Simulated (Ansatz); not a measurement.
## Relaxing S

Level of theory: DFT PBEsol, scalar-relativistic, plane waves, PAW in Ansatz. Cutoff 420 eV, Γ-centred k mesh, Gaussian smearing, no spin polarisation in the final step.

S was placed on the indium (bct) structure type (I4/mmm, No. 139), at a guessed volume.

```
S
1.0
    -1.67936    1.67936    2.55490
     1.67936   -1.67936    2.55490
     1.67936    1.67936   -2.55490
S
1
Cartesian
  0.0000 0.0000 0.0000
```

Cell and atoms relax at zero pressure; the relaxation can't lower the symmetry of the start. After a coarse first stage the cell is made exact in the group found at 0.06 Å.

Energies count from the standard state of S at the same level.

(1) Describe the relaxed structure.

(2) What are its volume, energy, density and gap?

Answers

(1) It keeps I4/mmm (No. 139), but not the shape of the type it started on. Conventional cell: a = 2.334 Å, c = 7.142 Å. Around S lie 4 S at 2.33 Å.

Space group I4/mmm (No. 139). a = 2.334 Å, b = 2.334 Å, c = 7.142 Å, α = 90.00°, β = 90.00°, γ = 90.00°
| atom | site | symmetry | x | y | z |
| --- | --- | --- | --- | --- | --- |
| S | 2a | 4/mmm | 0.0000 | 0.0000 | 0.0000 |

(2) The volume per atom is 19.5 Å³ and the density is 2.7 g/cm³. The energy over the standard structure is 0.34 eV/atom. The gap on the 32×32×32 mesh is 0 eV (a metal).

The final run used a 32×32×32 mesh on its 1-atom cell and 0.10 eV smearing. The k mesh leaves about 4 meV/atom of noise in metals. Weakly bound directions are ill-defined at this level, which has no dispersion term. A structure relaxed within its symmetry needn't be a true minimum.